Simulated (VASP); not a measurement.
Input of a VASP 6.6.1 run:

The input INCAR:

```
SYSTEM = TiH
  PREC = Accurate
  ENCUT = 520
  EDIFF = 1E-6
  ISMEAR = 0
  SIGMA = 0.1
  LREAL = .False.
  LASPH = .True.
  NELM = 100
  ALGO = Fast
  ISIF = 2
  LWAVE = .False.
  LCHARG = .False.
  GGA = PS
  NBANDS = 21
```

KPOINTS

```
Automatic mesh
0
Gamma
  14 14 10
  0 0 0
```

File POSCAR:

```
TiH
1.0
    2.0718452978      2.0718452978      0.0000000000
   -2.0718452978      2.0718452978      0.0000000000
    0.0000000000      0.0000000000      4.3301566724
Ti H
2 2
Direct
    0.0000000000      0.0000000000      0.0000000000
    0.5000000000      0.5000000000      0.5000000000
    0.5000000000      0.5000000000      0.0000000000
    0.0000000000      0.0000000000      0.5000000000
```

Potentials or basis: VASP PAW PBE potentials, release 64 (Ti_sv, H).

Launch:

```sh
$ cat potpaw_PBE.64/Ti_sv/POTCAR potpaw_PBE.64/H/POTCAR > POTCAR
$ mpirun -np 1 vasp_std > vasp.out
```

Problem. What does it give for the pressure?

Solution. -6.2 GPa.

Problem. Predict the band gap on the k mesh.

Solution. None (metal or under the smearing width).

Stress tensor (GPa, compression positive):
```
-6.31  0.00  0.00
 0.00 -6.31  0.00
 0.00  0.00 -6.12
```

Caveat: the PAW data sets were made with another functional, which shifts forces and pressure a little.
